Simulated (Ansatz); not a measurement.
**Symmetry broken, then relaxed in AlNi**

Theory: DFT r2SCAN, scalar-relativistic, plane waves, PAW in Ansatz 0.2.0. Settings: plane waves to 500 eV, k-mesh 12×12×12 (Γ-centred), Gaussian smearing 0.15 eV. No spin polarisation. A magnetic state may lie lower. Energies are free energies at this smearing, counted from the undisturbed cell; pressure is positive in compression.

Zero of the scan (relaxed at this level; it needn't be the usual structure):

```xyz
2
Lattice="2.0224 -2.0222 0.0000 2.0224 2.0222 0.0000 0.0000 0.0000 2.8700" Properties=species:S:1:pos:R:3 pbc="T T T"
Al    0.0000    0.0000    0.0000
Ni    2.0224    0.0000    1.4350
```

The atoms are displaced (Å, in the unstrained cell):

```tsv
atom	ux	uy	uz
Al1	-0.006	-0.156	-0.162
Ni2	0.006	0.156	0.162
```

Cell and atoms are then relaxed.

Does the relaxation return to the undisturbed structure?

Yes (up to a choice of domain or origin): same space group and volume, and an energy 0.0 meV/atom from it. The disturbance itself cost 395.5 meV/atom. The final space group reads Pm-3m (tolerance 0.05 Å) and the volume changes by 0.03 %.

Final structure:

```xyz
2
Lattice="2.0257 -2.0257 0.0000 2.0251 2.0251 0.0000 0.0000 0.0000 2.8619" Properties=species:S:1:pos:R:3 pbc="T T T"
Al    2.0257   -2.0256    0.0000
Ni    2.0254   -0.0003    1.4310
```

The relaxation, step by step (energy from the first step; small jumps at an unchanged geometry come where the plane waves are selected anew for the new cell):

```tsv
step	ΔE (meV/atom)	largest force component (eV/Å)	pressure (GPa)
1	0.0	3.119	15.26
2	-261.6	1.468	5.11
3	-395.3	0.014	0.22
4	-395.5	0.018	0.05
5	-395.5	0.000	0.00
6	-395.5	0.000	-0.01
```

Frames along the relaxation (Å, eV/Å):

```xyz
2
Lattice="2.022 -2.022 0.000 2.022 2.022 0.000 0.000 0.000 2.870" Properties=species:S:1:pos:R:3:forces:R:3 pbc="T T T" step=1
Al   -0.006   -0.156   -0.162    0.081    3.119    2.777
Ni    2.028    0.156    1.597   -0.081   -3.119   -2.777
2
Lattice="2.024 -2.033 0.005 2.022 2.032 -0.008 -0.002 -0.010 2.861" Properties=species:S:1:pos:R:3:forces:R:3 pbc="T T T" step=2
Al   -0.004   -0.095   -0.100    0.058    1.468    1.462
Ni    2.026    0.090    1.529   -0.058   -1.468   -1.462
2
Lattice="2.029 -2.025 0.006 2.028 2.023 -0.007 -0.001 -0.010 2.856" Properties=species:S:1:pos:R:3:forces:R:3 pbc="T T T" step=3
Al    0.000   -0.001    0.000    0.001    0.014   -0.001
Ni    2.028   -0.005    1.427   -0.001   -0.014    0.001
2
Lattice="2.028 -2.026 0.002 2.027 2.025 -0.002 0.000 -0.002 2.858" Properties=species:S:1:pos:R:3:forces:R:3 pbc="T T T" step=4
Al    0.000   -0.001   -0.001    0.001    0.018    0.010
Ni    2.027   -0.001    1.430   -0.001   -0.018   -0.010
2
Lattice="2.026 -2.026 0.000 2.025 2.025 0.000 0.000 0.000 2.862" Properties=species:S:1:pos:R:3:forces:R:3 pbc="T T T" step=5
Al    0.000    0.000    0.000    0.000    0.000    0.000
Ni    2.025    0.000    1.431    0.000    0.000    0.000
2
Lattice="2.026 -2.026 0.000 2.025 2.025 0.000 0.000 0.000 2.862" Properties=species:S:1:pos:R:3:forces:R:3 pbc="T T T" step=6
Al    0.000    0.000    0.000    0.000    0.000    0.000
Ni    2.025    0.000    1.431    0.000    0.000    0.000
```

Cost: 3 runs of about 4.2 core-minutes in all, on Intel Xeon 6975P-C (Granite Rapids) (shared hosts).